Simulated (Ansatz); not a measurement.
Crystal: P.

```
P
1.0
     1.64774   -5.46504    0.00000
     1.64774    5.46504    0.00000
     0.00000    0.00000    4.54364
P
4
Direct
  0.90414 0.09586 0.58882
  0.09586 0.90414 0.41118
  0.59586 0.40414 0.08882
  0.40414 0.59586 0.91118
```

```yaml
Program: Ansatz 0.2.0
Task: relaxation of cell and atoms
Functional: PBE
Dispersion: D4
Potentials_or_basis: Ansatz PAW
Cutoff: "420 eV (not typed: the program's choice for these potentials)"
k_mesh: 8 × 8 × 6
Occupations: fermi-dirac, width 0.05 eV
Spin: no spin polarisation
```

At the start: volume 20.46 Å³/atom.

Task: How do energy, volume and symmetry change on relaxing?

Result: It ends after 9 steps and the volume is 17.69 Å³/atom (-13.5 %); space group Cmce (No. 64, to 0.05 Å).

Step by step:
```tsv
step	energy change (eV)	largest force (eV/Å)	volume (Å³)
1	0.0000	0.3530	81.83
2	-0.0857	0.0986	74.03
3	-0.1000	0.1848	68.78
4	-0.1119	0.1870	69.76
5	-0.1190	0.1051	70.04
6	-0.1205	0.0300	71.31
7	-0.1216	0.0080	70.74
8	-0.1216	0.0007	70.74
9	-0.1210	0.0007	70.74
```

Final structure:
```
P
1.0
     1.66074   -5.09592    0.00000
     1.66074    5.09592    0.00000
     0.00000    0.00000    4.17953
P
4
Direct
  0.89365 0.10635 0.57230
  0.10635 0.89365 0.42770
  0.60635 0.39365 0.07230
  0.39365 0.60635 0.92770
```

Caveat: the plane-wave basis is chosen anew once the cell has moved, so the energies of steps on either side of that aren't comparable; pairwise dispersion overbinds metals, which lowers pressure and volume.
